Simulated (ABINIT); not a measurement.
TiAl:

```
CELL_PARAMETERS angstrom
2.86726 0.00000 0.00000
-1.43363 2.48312 0.00000
0.00000 0.00000 4.67808
ATOMIC_POSITIONS crystal
Ti 0.00000 0.00000 0.00000
Al 0.33333 0.66667 0.50000
```

The cell comes from a database or a generator and needn't be the stable form of this composition.

```yaml
Program: ABINIT 10.8.3 (patched build)
Task: relaxation of cell and atoms
Functional: LDA
Potentials_or_basis: PseudoDojo NC SR LDA v0.4.1 standard
Cutoff: 1143 eV
k_mesh: 8 × 8 × 4
Occupations: fermi-dirac, width 0.05 eV
Spin: no spin polarisation
```

At the start: pressure -6.2 GPa; volume 16.65 Å³/atom.

How do energy, volume and symmetry change on relaxing?

Over 8 steps the energy falls by 19.4 meV/atom and the volume is 15.72 Å³/atom (-5.6 %); space group P-6m2 (No. 187, to 0.05 Å).

The path:
| step | energy change (eV) | largest force (eV/Å) | pressure (GPa) | volume (Å³) |
| --- | --- | --- | --- | --- |
| 1 | 0.0000 | 0.0000 | -6.18 | 33.31 |
| 2 | -0.0211 | 0.0000 | -4.31 | 32.68 |
| 3 | -0.0387 | 0.0000 | 0.35 | 31.34 |
| 4 | -0.0388 | 0.0000 | -0.01 | 31.44 |
| 5 | -0.0388 | 0.0000 | 0.00 | 31.44 |
| 6 | -0.0388 | 0.0000 | 0.01 | 31.43 |
| 7 | -0.0388 | 0.0000 | 0.01 | 31.44 |
| 8 | -0.0388 | 0.0000 | 0.00 | 31.44 |

Final structure:
```
Ti Al
1.0
     2.81902    0.00000    0.00000
    -1.40951    2.44134    0.00000
     0.00000    0.00000    4.56779
Ti Al
1 1
Direct
  0.00000 0.00000 0.00000
  0.33333 0.66667 0.50000
```
